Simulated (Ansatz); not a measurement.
# TaS2: how well frozen cores do, part 1 of 2

Aim: solve TaS2 at one geometry with full-potential LAPW, PAW on the default files and datasets made for this crystal, and see where they agree.

Program: Ansatz 0.2.0. Level of theory: DFT LDA, scalar-relativistic. These are calculated values, not measurements.

### 1 The structure to begin with

It takes space group P-3m1 (No. 164, trigonal). Conventional cell: a = 3.350 Å, b = 3.350 Å, c = 5.860 Å, α = 90.00°, β = 90.00°, γ = 120.00°. Ta (site symmetry -3m) has 6 S at 2.43 Å as nearest neighbours. S (site symmetry 3m) has 3 Ta at 2.43 Å as nearest neighbours.

As a file:

```
Ta S
1.0
     3.35000    0.00000    0.00000
    -1.67500    2.90119    0.00000
     0.00000    0.00000    5.86000
Ta S
1 2
Direct
  0.00000 0.00000 0.00000
  0.33333 0.66667 0.25000
  0.66667 0.33333 0.75000
```

The structure is an experimental refinement, used without relaxation.

Atoms are numbered in the order of the input: Ta1, S2, S3.

### 2 Full-potential LAPW

Contents of input.yaml:

```yaml
crystal:
  lattice:
    - [3.3500021206, 0.0, 0.0]
    - [-1.6750010603, 2.9011869392, 0.0]
    - [0.0, 0.0, 5.86]
  atoms:
    - { symbol: Ta, position: [0.0, 0.0, 0.0] }
    - { symbol: S, position: [0.3333333333, 0.6666666667, 0.25] }
    - { symbol: S, position: [0.6666666667, 0.3333333333, 0.75] }
kpoints:
  mp_grid: { grid: [9, 9, 5] }
  band_path:
    path:
      - [0.0, 0.0, 0.0]
      - [0.5, 0.0, 0.0]
      - [0.3333333333, 0.3333333333, 0.0]
      - [0.0, 0.0, 0.0]
      - [0.0, 0.0, 0.5]
      - [0.5, 0.0, 0.5]
      - [0.3333333333, 0.3333333333, 0.5]
      - [0.0, 0.0, 0.5]
      - [0.5, 0.0, 0.5]
    npoints: 14
scf:
  occupations: { method: fermi_dirac, width: 0.03 }
hamiltonian:
  xc: lda
  pseudopotentials: { kind: all_electron, lapw: { basis_error: 0.001 } }
output:
  forces: true
  stress: true
  eigenvalues: true
  populations: true
  dos: { projected: true, de: 0.2, e_range: [-14, 8] }
```

Launch:

```
$ ansatz run input.yaml --threads 1 --pin off --max-ram 6144MiB --backend cpu --events-out ev --progress --plain --runs-dir out
```

Log:

```text
Ta: projections on atomic orbitals take those of the free atom 1s2 2s2 2p6 3s2 3p6 3d10 4s2 4p6 4d10 4f14 5s2 5p6 5d3 6s2, of charge +0.00 (hamiltonian.pseudopotentials.projection_atoms)
S: projections on atomic orbitals take those of the free atom 1s2 2s2 2p6 3s2 3p4, of charge +0.00 (hamiltonian.pseudopotentials.projection_atoms)
LAPW: plane waves up to 8.615 Å⁻¹, error target 1.0e-3 eV per atom; small_component_spin mean_spin; S in spheres of 1.037 Å, 14 of its electrons in bands, Dirac shells []; Ta in spheres of 1.389 Å, 43 of its electrons in bands, Dirac shells []
Engine: ansatz 0.2.0
Pseudopotentials: kind: all_electron
Pseudopotential: Ta, LAPW, valence charge 43, Koelling and Harmon's equation, gaussian nucleus
Pseudopotential: S, LAPW, valence charge 14, Koelling and Harmon's equation, gaussian nucleus
Functional definition: SPW92
  exchange = slater_x
  correlation = pw_c
Crystal: 3 atoms, lattice volume = 56.953 Å³
Basis set: ecut = 282.7683907704271 eV, 599 PW (Γ), exchange–correlation at level 2
Bands: 43, of which v1, the nominal top of the filled ones, is band 36 counted from 1 (35 counted from 0)
Symmetry: 12 space group operations
Space group: P-3m1 (ITA 164), of the structure as read, at distance tolerance 3.8e-5 Å
k-points: 50 of 405
Non-local potential: Ta, projectors of the file, none
Non-local potential: S, projectors of the file, none
Initial density: superposition of atomic densities (chi_scale 0.1, normalization cell, long waves kept (reshape's long-wave potential 0.18 eV rms))
Initial wavefunctions: plane waves of lowest kinetic energy (no species holds an atomic orbital)
Functional: x = slater, c = lda
iter 1 solved again at ethr=1.85e-3 eV; its pass at ethr=1.00e-1 eV (dr2=1.32e0 eV) is discarded
SCF iter   1: F=—  HF=-445983.931722 eV  |F-HF|=—  |Δ(HF+E_count)|=         —  Δρ=4.38e-2  dr2=1.32e0  ethr=1.85e-3  ⟨swp⟩=2.0  Hψ=13902  notcnv=0
preconditioner: auto → LDOS  [metal: Δε(μ)=0.041 eV  Ē_g=16.902 eV  σ=0.030 eV  W_gap=0.33  n_scr=22 (ndim 8)  ℏωp=27.4 eV  f_vac=0.128  D(μ)=1.31/eV (n_scr^D=2)  β→1.0]
SCF iter   2: F=—  HF=-445983.634456 eV  |F-HF|=—  |Δ(HF+E_count)|=   2.97e-1  Δρ=2.50e-2  dr2=4.15e-1  ethr=1.85e-3  ⟨swp⟩=3.0  Hψ=7088  notcnv=0
iter 3 solved again at ethr=4.81e-5 eV; its pass at ethr=5.84e-4 eV (dr2=3.42e-2 eV) is discarded
SCF iter   3: F=—  HF=-445983.393313 eV  |F-HF|=—  |Δ(HF+E_count)|=   2.41e-1  Δρ=6.48e-3  dr2=3.42e-2  ethr=4.81e-5  ⟨swp⟩=2.0  Hψ=11555  notcnv=0
SCF iter   4: F=—  HF=-445983.350936 eV  |F-HF|=—  |Δ(HF+E_count)|=         —  Δρ=3.20e-3  dr2=7.19e-3  ethr=4.81e-5  ⟨swp⟩=2.0  Hψ=6376  notcnv=0
the basis was enlarged: its passes take 210.4 KiB over the memory plan, 1 of 1 planned eigensolver slots
SCF iter   5: F=—  HF=-445983.346105 eV  |F-HF|=—  |Δ(HF+E_count)|=   4.83e-3  Δρ=7.47e-4  dr2=4.23e-4  ethr=1.01e-5  ⟨swp⟩=2.0  Hψ=6143  notcnv=0
SCF iter   6: F=—  HF=-445983.346023 eV  |F-HF|=—  |Δ(HF+E_count)|=   8.24e-5  Δρ=1.74e-4  dr2=1.93e-5  ethr=5.96e-7  ⟨swp⟩=2.0  Hψ=6092  notcnv=0
SCF iter   7: F=—  HF=-445983.346021 eV  |F-HF|=—  |Δ(HF+E_count)|=   2.05e-6  Δρ=2.33e-5  dr2=2.30e-7  ethr=2.71e-8  ⟨swp⟩=2.0  Hψ=6092  notcnv=0
SCF iter   8: F=-445983.346021 eV  HF=-445983.346021 eV  |F-HF|=2.91e-10  |Δ(HF+E_count)|=   1.06e-8  Δρ=3.17e-6  dr2=3.24e-9  ethr=3.24e-10  ⟨swp⟩=3.0  Hψ=6195  notcnv=0
SCF 1 converged in 8 iterations: F = -445983.346021 eV  dr2 = 3.24e-9
NSCF: frozen V_eff on 113 k-points
SCF converged after 8 iterations
Free energy (F): -445983.346021 eV
Harris-Foulkes:  -445983.346021 eV  (|F-HF|=2.91e-10)
Internal energy: -445983.339537 eV  (E = F + TS)
E sigma→0 (E₀):  -445983.342779 eV
Entropy (-TS):   -0.006484 eV (-2.161 meV/atom)
Fermi energy:    12.926539 eV
--- Per-component energies (eV) ---
  E_band       = -6987.383289
  E_kinetic    = 495273.059375
  E_xc         = -9702.376972
  E_electrostatic = -931554.021940  (all electrons and nuclei)
  E_smearing   = -0.006484  (= −TS)
  E_closure    = 0.000000  (closes the sum)
  E_atoms      = -445959.951716  (free atoms, spherical and without spin; not in F)
  Σ components = -445983.346021   (vs F -445983.346021, Δ=0.00e0)
  Basis errors (estimates in eV, not in F): energy 4.5e-4 per atom: plane waves 4.0e-4 (2.3e-4 summed), levels above the bands 6.6e-124, relativity 6.9e-9, radial functions 4.7e-5, core shells 3.4e-8; eigenvalues (radial functions only) 1.8e-6; not estimated: angular momenta, meshes, grids; target (lapw.basis_error) 1.0e-3; muffin-tin radii S 1.037 Å, Ta 1.389 Å
--- Forces (eV/Å), atoms counted from 1 ---
  atom   1  Ta     0.00000000     0.00000000     0.00000000
  atom   2  S      0.00000000     0.00000000     0.77468491
  atom   3  S     -0.00000000    -0.00000000    -0.77468491
  max |Σ_I F_I| component: 1.73e-18 eV/Å
--- Stress (GPa, compression-positive) ---
       -0.301313       0.000000      -0.000000
        0.000000      -0.301313      -0.000000
       -0.000000      -0.000000       4.778734
  P = ⅓ Tr σ = 1.3920 GPa (13.920 kbar)
--- Band table (eV; the first three rows and the last of 50) ---
  k-point 0: bands = ["-382.1828", "-382.1828", "-382.1551", "-204.2730", "-204.2730", "-204.2488", "-204.2431", "-204.2431", "-191.8565", "-191.8565", "-137.5545", "-137.5545", "-137.5545", "-137.5545", "-137.5415", "-137.5415", "-55.7102", "-22.2277", "-22.1883", "-22.1883", "-7.6053", "-7.5722", "-7.5587", "-7.5587", "-7.5474", "-7.5366", "-7.5366", "-2.1234", "-0.0022", "5.9655", "8.7111", "8.7111", "11.6804", "12.2238", "12.2238", "12.9347", "12.9347", "13.1703", "17.0341", "17.0341", "18.0940", "18.3224", "21.8202"]
  k-point 1: bands = ["-382.1828", "-382.1828", "-382.1551", "-204.2730", "-204.2730", "-204.2488", "-204.2431", "-204.2431", "-191.8565", "-191.8565", "-137.5545", "-137.5545", "-137.5545", "-137.5545", "-137.5415", "-137.5415", "-55.7102", "-22.2278", "-22.1883", "-22.1883", "-7.6053", "-7.5722", "-7.5587", "-7.5587", "-7.5474", "-7.5366", "-7.5366", "-2.0434", "-0.1701", "6.3164", "8.7208", "8.7208", "10.8085", "12.1741", "12.1741", "12.9246", "12.9246", "13.6990", "17.1751", "17.1751", "18.0910", "18.8654", "21.9127"]
  k-point 2: bands = ["-382.1828", "-382.1828", "-382.1551", "-204.2730", "-204.2730", "-204.2488", "-204.2431", "-204.2431", "-191.8565", "-191.8565", "-137.5545", "-137.5545", "-137.5545", "-137.5545", "-137.5415", "-137.5415", "-55.7102", "-22.2279", "-22.1883", "-22.1883", "-7.6054", "-7.5721", "-7.5587", "-7.5587", "-7.5474", "-7.5366", "-7.5366", "-1.8835", "-0.4613", "7.0680", "8.7368", "8.7368", "9.6167", "12.0967", "12.0967", "12.9078", "12.9078", "14.1218", "17.4176", "17.4176", "18.3217", "19.7328", "22.0183"]
  k-point 49: bands = ["-382.1828", "-382.1828", "-382.1551", "-204.2730", "-204.2730", "-204.2488", "-204.2431", "-204.2431", "-191.8565", "-191.8565", "-137.5545", "-137.5545", "-137.5545", "-137.5545", "-137.5415", "-137.5415", "-55.6952", "-22.4009", "-22.4009", "-22.1598", "-7.5928", "-7.5819", "-7.5573", "-7.5573", "-7.5424", "-7.5424", "-7.5368", "0.0894", "0.0894", "7.3927", "7.3927", "7.4557", "9.2556", "9.4304", "9.4304", "14.1358", "14.4204", "14.4204", "17.9176", "17.9176", "19.9277", "21.3004", "21.3004"]
--- Löwdin populations: 3 sites ---
  site symbol       q [e]
     0     Ta     72.4940
     1      S     16.1593
     2      S     16.1593
  spilling = 0.001785 (of n_electrons = 105.000000)
```

Wall time 46 s (1 thread of Arm Neoverse V2, shared host); peak memory 0.45 GiB.

In short: pressure 1.39 GPa; no gap; largest force 0.775 eV/Å.

Levels at the path's labelled points, in eV from the Fermi level:

```csv
point,band 32,band 33,band 34,band 35,band 36,band 37,band 38
Γ,-4.22,-1.25,-0.70,-0.70,0.01,0.01,0.24
M,-4.46,-4.05,-3.39,-2.18,-0.79,2.42,2.95
K,-5.46,-3.74,-3.74,-3.11,1.13,2.14,2.14
Γ,-4.22,-1.25,-0.70,-0.70,0.01,0.01,0.24
A,-4.19,-3.55,-0.84,-0.84,-0.02,-0.02,1.25
L,-4.33,-4.18,-2.14,-1.89,-1.25,2.41,2.94
H,-5.43,-3.74,-3.47,-3.47,1.22,1.44,1.44
A,-4.19,-3.55,-0.84,-0.84,-0.02,-0.02,1.25
L,-4.33,-4.18,-2.14,-1.89,-1.25,2.41,2.94
```

States per cell, counted by energy window (eV from the Fermi level, on a grid of 0.20 eV):

```csv
from,to,total,S 3p,Ta 5d
-10,-9,0.00,0.00,0.00
-9,-8,0.00,0.00,0.00
-8,-7,0.00,0.00,0.00
-7,-6,1.00,0.59,0.26
-6,-5,2.27,1.53,0.55
-5,-4,2.45,1.51,0.77
-4,-3,2.88,1.90,0.80
-3,-2,2.52,2.05,0.34
-2,-1,0.85,0.71,0.11
-1,0,0.79,0.25,0.48
0,1,1.42,0.37,0.97
1,2,1.60,0.48,1.04
2,3,2.22,0.33,1.73
3,4,0.92,0.30,0.45
4,5,2.15,0.70,0.91
```

(Continued in part 2 of 2.)
